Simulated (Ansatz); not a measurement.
# C, space group C2/m: an equation of state with a fit

Computed with Ansatz 0.2.0 through its Python package.

Interactive session:
```pycon
>>> import ansatz as az
>>> import numpy as np
>>> from pymatgen.analysis.eos import EOS
>>> VECTORS = np.array([
...     [2.12732, -1.22828, 0.0],
...     [2.12732, 1.22828, 0.0],
...     [-1.37907, 0.0, 3.50283],
... ])
>>> SITES = [
...     ("C", [0.83336, 0.83336, 9e-05]),
...     ("C", [0.16664, 0.16664, 0.99991]),
... ]
>>> def on_lattice(cell):
...     crystal = az.Crystal(lattice=az.Lattice.of(cell))
...     for symbol, position in SITES:
...         crystal = crystal.atom(symbol, position)
...     return crystal
...
>>> # scale the volume, keep shape and fractions
>>> volumes, energies = [], []
>>> for scale in np.linspace(0.95, 1.07, 5):
...     cell = VECTORS * scale ** (1 / 3)
...     setup = (
...         on_lattice(cell).calculation()
...         .scf(tolerance=1e-09)
...         .functional(az.Functional.PBESOL)
...         .basis(18 * az.Ha)
...         .occupations("fermi_dirac", width=0.1)  # smearing steadies the SCF of a metal
...         .kpoints(14, 14, 8)
...     )
...     summary = setup.run(threads=1).report
...     volumes.append(abs(np.linalg.det(cell)) / len(SITES))
...     energies.append(summary["free_energy_ev"] / len(SITES))
...     print(f"V = {volumes[-1]:8.4f} A^3/atom  F = {energies[-1]:.5f} eV/atom")
...
V =   8.6951 A^3/atom  F = -246.66992 eV/atom
V =   8.9696 A^3/atom  F = -246.68928 eV/atom
V =   9.2442 A^3/atom  F = -246.69328 eV/atom
V =   9.5188 A^3/atom  F = -246.68387 eV/atom
V =   9.7934 A^3/atom  F = -246.66278 eV/atom
>>> for form in ["birch_murnaghan"]:
...     fit = EOS(eos_name=form).fit(volumes, energies)
...     print(f"{form:18s} V0 {fit.v0:8.4f} A^3/atom  B0 {fit.b0_GPa:7.1f} GPa  B1 {fit.b1:5.2f}")
...
birch_murnaghan    V0   9.1835 A^3/atom  B0   269.0 GPa  B1  3.56
```

A third-order Birch-Murnaghan fit through the 5 points has its minimum at 9.18 Å³ an atom, 0.3 % above the typed cell, with a bulk modulus of 269 GPa and dB/dP = 3.6. From that minimum the energy rises by 23.7 meV an atom on the compressed side and 30.8 meV on the expanded side.

What to keep in mind:
- Absolute energies stand on the zero of these potentials, so only differences at equal settings mean something.
- Shape and fractional positions are held along the curve, so the bulk modulus is an upper value where they are free to relax, by a factor of two or more in layered or hydrogen-bonded cells.
- Within a few hundredths of an angstrom the cell has the higher group R-3m; the lower one is a small distortion.
- Wall time of the script: 20 s on 1 thread of Intel(R) Xeon(R) Processor @ 2.30GHz, with other jobs on the host, peak memory 0.62 GiB.
